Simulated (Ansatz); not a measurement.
CoSi₂: what changed settings do

All trials start from this Ansatz input:

```yaml
crystal:
  lattice:
    - [0.0, 2.6825, 2.6825]
    - [2.6825, 0.0, 2.6825]
    - [2.6825, 2.6825, 0.0]
  atoms:
    - { symbol: Co, position: [0.0, 0.0, 0.0], spin: 3.0 }
    - { symbol: Si, position: [0.25, 0.25, 0.25] }
    - { symbol: Si, position: [0.75, 0.75, 0.75] }
basis:
  ecutwfc: 420
kpoints:
  mp_grid: { grid: [6, 6, 6] }
hamiltonian:
  xc: pbe
scf:
  occupations: { method: gaussian, width: 0.1 }
  lower_state_search: "off"
output:
  forces: true
  stress: true
  eigenvalues: true
  populations: true
magnetization:
  spin_polarized: true
```

Command:

```bash
ansatz run input.yaml --threads 1 --pin off --max-ram 1331MiB --backend cpu --events-out ev --progress --plain --runs-dir out
```

The run converges in 13 SCF iterations on 16 irreducible k-points: pressure -0.47 GPa, no gap, cell moment 0.00 μB. It warns that the starting moments were lost.

The inputs are trials, many of them unsound on purpose. Their numbers show the effect of the settings and aren't properties of the material. Each trial's input is given as a difference from the reference's; energies are extrapolated to zero smearing where there is one, and pressure is positive in compression.

Trial 1:

```diff
 crystal:
   atoms:
-    - { symbol: Co, position: [0.0, 0.0, 0.0], spin: 3.0 }
+    - { symbol: Co, position: [0.0, 0.0, 0.0] }
 hamiltonian:
+  hubbard: { sites: [{ species: Co, l: d, u_eff: 6.4 }], projectors: atomic }
 scf:
-  occupations: { method: gaussian, width: 0.1 }
-  lower_state_search: "off"
+  occupations: { method: methfessel_paxton, width: 0.29 }
 output:
-  populations: true
-magnetization:
-  spin_polarized: true
```

The run converges in 10 SCF iterations on 16 irreducible k-points: pressure -5.84 GPa, no gap. It warns that the count of filled bands differs between k-points. Under a U the state reached may not be the lowest.

Trial 2:

```diff
 crystal:
   atoms:
-    - { symbol: Co, position: [0.0, 0.0, 0.0], spin: 3.0 }
+    - { symbol: Co, position: [0.0, 0.0, 0.0] }
 kpoints:
-  mp_grid: { grid: [6, 6, 6] }
+  mp_grid: { kspacing: 1.1 }
 hamiltonian:
-  xc: pbe
+  xc: lda
+  hubbard: { sites: [{ species: Co, l: d, u_eff: 3.7 }] }
 scf:
-  occupations: { method: gaussian, width: 0.1 }
-  lower_state_search: "off"
+  occupations: { method: fermi_dirac, width: "300 K" }
+  convergence: { dr2_threshold: "1e-7 eV" }
 output:
-  populations: true
-magnetization:
-  spin_polarized: true
```

The run converges in 10 SCF iterations on 3 irreducible k-points: pressure -14.31 GPa, no gap. It warns that the count of filled bands differs between k-points; that the SCF threshold is loose for the stress.